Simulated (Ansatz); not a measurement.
# Si3N4: the cost of one run

Program: Ansatz 0.2.0. Level of theory: DFT PBE, scalar-relativistic, plane waves, PAW. These are calculated values, not measurements.

## 1. The starting structure

It takes space group I-43d (No. 220, cubic). Conventional cell: a = 6.475 Å, b = 6.475 Å, c = 6.475 Å, α = 90.00°, β = 90.00°, γ = 90.00°. Si (site symmetry -4) is surrounded by 4 N at 1.75 Å. Around N (site symmetry 3) lie 3 Si at 1.75 Å.

Coordinates:

```xyz
14
Lattice="-3.2374 3.2374 3.2374 3.2374 -3.2374 3.2374 3.2374 3.2374 -3.2374" Properties=species:S:1:pos:R:3 pbc="T T T"
Si    2.4280    3.2374   -1.6187
Si   -1.6187    2.4280    3.2374
Si    0.8093    3.2374    1.6187
Si    1.6187    0.8093    3.2373
Si    3.2374   -1.6187    2.4280
Si    3.2374    1.6187    0.8093
N     1.8220    1.8220    1.8220
N     0.2033   -0.2033    3.0340
N     1.4154    4.6527   -1.4154
N     3.0340    0.2033   -0.2033
N    -1.4154    1.4154    4.6527
N     0.2033    0.2033    0.2033
N     4.6527   -1.4154    1.4154
N    -0.2033    3.0340    0.2033
```

The structure comes from the Crystallography Open Database.

## 2. Self-consistent density

input.yaml

```yaml
crystal:
  lattice:
    - [-3.23735, 3.23735, 3.23735]
    - [3.23735, -3.23735, 3.23735]
    - [3.23735, 3.23735, -3.23735]
  atoms:
    - { symbol: Si, position: [0.25, 0.125, 0.875] }
    - { symbol: Si, position: [0.875, 0.25, 0.125] }
    - { symbol: Si, position: [0.75, 0.375, 0.625] }
    - { symbol: Si, position: [0.625, 0.75, 0.375] }
    - { symbol: Si, position: [0.125, 0.875, 0.25] }
    - { symbol: Si, position: [0.375, 0.625, 0.75] }
    - { symbol: "N", position: [0.5628, 0.5628, 0.5628] }
    - { symbol: "N", position: [0.4372, 0.5, 0.0] }
    - { symbol: "N", position: [0.5, 0.0, 0.9372] }
    - { symbol: "N", position: [0.0, 0.4372, 0.5] }
    - { symbol: "N", position: [0.9372, 0.5, 0.0] }
    - { symbol: "N", position: [0.0628, 0.0628, 0.0628] }
    - { symbol: "N", position: [0.0, 0.9372, 0.5] }
    - { symbol: "N", position: [0.5, 0.0, 0.4372] }
basis:
  ecutwfc: 500
  fft_grid_basis: typed
kpoints:
  mp_grid: { grid: [6, 6, 6] }
hamiltonian:
  xc: pbe
  pseudopotentials: { kind: paw }
scf:
  occupations: { method: gaussian, width: 0.05 }
output:
  forces: true
  stress: true
  eigenvalues: true
  bader: true
  write_density: true
  volumetric_format: npy
  elf: true
```

On the command line:

```bash
> ansatz run input.yaml --threads 4 --pin off --max-ram 8192MiB --backend cpu --events-out ev --progress --plain --runs-dir out
```

**Question.** How long does this run take on 4 threads of Intel Xeon 6975P-C (Granite Rapids), shared host, and how much memory does it need?

About 30 s, with a peak of 0.58 GiB.
